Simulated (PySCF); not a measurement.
Crystal: SiC (Moissanite 3C).

```xyz
2
Lattice="0.0000 2.1790 2.1790 2.1790 0.0000 2.1790 2.1790 2.1790 0.0000" Properties=species:S:1:pos:R:3 pbc="T T T"
Si    0.0000    0.0000    0.0000
C     3.2685    3.2685    3.2685
```

Program: PySCF 2.14.0. Alike in all runs: no spin polarisation; cell as given.

Task: Order these runs on this cell by their band gap on the k mesh, lowest first.
A. level PBE; potentials or basis DZVP-MOLOPT-SR/GTH-PBE (potentials made for PBE); k mesh 10 × 10 × 10; smearing fermi-dirac 0.05 eV; symmetry yes; density cutoff 168 Ha; potentials C GTH-PBE-q4, Si GTH-PBE-q4; gaussian width of the DOS 0.15 eV; coulomb method multigrid; mesh quality not flagged
B. level PBEsol; potentials or basis gth-dzvp/gth-pbe (potentials made for PBE); k mesh 2 × 2 × 2; smearing fixed; density cutoff 130 Ha; potentials C gth-pbe, Si gth-pbe; coulomb method Gaussian density fitting (GDF); mesh quality coarse
C. level B3LYP; potentials or basis gth-dzvp/gth-pbe (potentials made for PBE); k mesh 2 × 2 × 2; smearing fixed; density cutoff 130 Ha; potentials C gth-pbe, Si gth-pbe; coulomb method Gaussian density fitting (GDF); mesh quality coarse

Result: B (0.69 eV), A (1.42 eV), C (2.95 eV).

Caveats: some runs use coarse meshes; the basis of atomic orbitals isn't converged, which shifts pressures, moduli and gaps; the default atom-centred grid shifts energies of crystals by up to some 10 meV an atom and pressures by some 0.5 GPa (some runs); on so small a mesh gaps with full-range exact exchange can be off by tenths of an eV to over 1 eV (some runs).

A k mesh can miss the band edges.
